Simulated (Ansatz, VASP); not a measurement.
**TiC: VASP beside Ansatz**

```
CELL_PARAMETERS angstrom
0.00000 1.90948 1.90948
1.90948 0.00000 1.90948
1.90948 1.90948 0.00000
ATOMIC_POSITIONS crystal
Ti 0.00000 0.00000 0.00000
C 0.50000 0.50000 0.50000
```

Change from the starting cell: volume scaled by 0.72, LAPW.

Alike in both runs: task single point; functional LDA; k mesh 17 × 17 × 17; occupations fermi-dirac, width 0.08 eV; no spin polarisation.

```csv
,VASP,Ansatz
version,VASP 6.6.1,Ansatz 0.2.0
potentials or method,"VASP PAW LDA potentials, release 64 (Ti_sv, C), cutoff 520 eV","all-electron LAPW, scalar-relativistic"
```

|  | VASP | Ansatz | Ansatz less VASP |
| --- | --- | --- | --- |
| pressure (GPa) | 176.2 | 176.4 | +0.19 |

Ansatz ran all-electron here, so the differences hold the error of VASP's frozen core and of both bases.

Caveats: the cell as given lies far from equilibrium; so large a pressure means that the cell lies far from this level's equilibrium, or that cutoff or potentials fall short (VASP).
